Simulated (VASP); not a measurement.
Runs of VASP 6.6.1 on B. Symmetry: Pm-3m, No. 221, cubic system. Conventional cell: a = 1.885 Å, b = 1.885 Å, c = 1.885 Å, α = 90.00°, β = 90.00°, γ = 90.00°. B (site symmetry m-3m) has 6 B at 1.89 Å as nearest neighbours. The cell was built by a generator and needn't be a form met in nature.

```csv
task,level,potentials or basis,cell,k mesh,cutoff (eV),smearing,grid for exact exchange (PRECFOCK),screening parameter,other keys,mesh quality,gap on the mesh (eV),pressure (GPa)
electron localisation function,SCAN+D4,"VASP PAW PBE potentials, release 64 (B_s)",volume scaled by 0.92,14 × 14 × 14,400,tetrahedron,-,-,AMIX = 0.05,not flagged,none,19.9
relaxation of the atoms,LDA,"VASP PAW LDA potentials, release 64 (B)",atoms relaxed,14 × 14 × 14,520,gaussian 0.05 eV,-,-,-,not flagged,none,-7.1
relaxation of cell and atoms,PBE,"VASP PAW PBE potentials, release 64 (B)",relaxed,14 × 14 × 14,600,gaussian 0.05 eV,-,-,-,not flagged,none,0.3
atomic charges,HSE06,"VASP PAW PBE potentials, release 64 (B)",as given,7 × 7 × 7,520,fermi-dirac 0.1 eV,Normal,0.2 1/A,-,coarse,none,(a)
single point,PBE,"VASP PAW PBE potentials, release 64 (B)",as given,14 × 14 × 14,520,fermi-dirac 0.05 eV,-,-,-,not flagged,none,0.4
```

Alike in all rows: no spin polarisation.

Fill in the values left out.

(a) -4.6.

Caveats: some runs use coarse meshes; the PAW data sets were made with another functional, which shifts forces and pressure a little (some runs); the relaxation stopped at its first step, so nothing moved (some runs); pairwise dispersion overbinds metals, which lowers pressure and volume (some runs); tetrahedron occupations give inexact forces and stress in metals (some runs).

A gap of «none» marks a metal or a gap under the smearing width.
